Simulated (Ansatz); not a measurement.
**Ni under changes of volume**

One of the cells (10.597 Å³/atom); the others are scaled copies at fixed shape and fractional positions:

```xyz
1
Lattice="-1.3837 1.3837 1.3837 1.3837 -1.3837 1.3837 1.3837 1.3837 -1.3837" Properties=species:S:1:pos:R:3 pbc="T T T"
Ni    0.0000    0.0000    0.0000
```

This isn't the form of Ni at room conditions, which is fcc.

```yaml
Program: Ansatz 0.2.0
Functional: PBEsol
Potentials_or_basis: Ansatz PAW
Cutoff: "420 eV (not typed: the program's choice for these potentials)"
k_mesh: 13 × 13 × 13
Occupations: fermi-dirac, width 0.05 eV
Spin: collinear spin, ferromagnetic start
Starting_moments: "[1.0] μB"
```

| volume (Å³/atom) | energy over the lowest point (meV/atom) | pressure (GPa) | moment (μB per cell) |
| --- | --- | --- | --- |
| 9.962 | 18.76 | 12.4 | 0.52 |
| 10.174 | 5.87 | 7.0 | 0.56 |
| 10.385 | 0.00 | 2.0 | 0.58 |
| 10.597 | 0.41 | -2.4 | 0.59 |
| 10.809 | ? | ? | ? |
| 11.021 | 17.40 | -9.9 | 0.61 |
| 11.233 | 32.77 | -13.0 | 0.62 |

Q: What does the run at 10.809 Å³/atom give?

A: Energy over the lowest point 6.42 meV/atom; pressure -6.4 GPa; moment 0.60 μB per cell.

Worked out: A Birch-Murnaghan fit of order 3 (a polynomial in V^(-2/3)) to the other rows has its minimum at 10.48 Å³/atom with B0 = V·E''(V) = 223 GPa and B' = 4.8. It gives 6.42 meV/atom at 10.809 Å³/atom, against the run's 6.42, and -dE/dV = -6.5 GPa, against -6.4. A parabola through the other rows of the moment, of slope 0.0471 μB per Å³/atom there, gives 0.61 μB, against the run's 0.60.

Energies are extrapolated to zero smearing.

Caveats: the PAW data sets come from PBE, with cores solved anew for the run's functional, which leaves a small shift of forces and pressure.
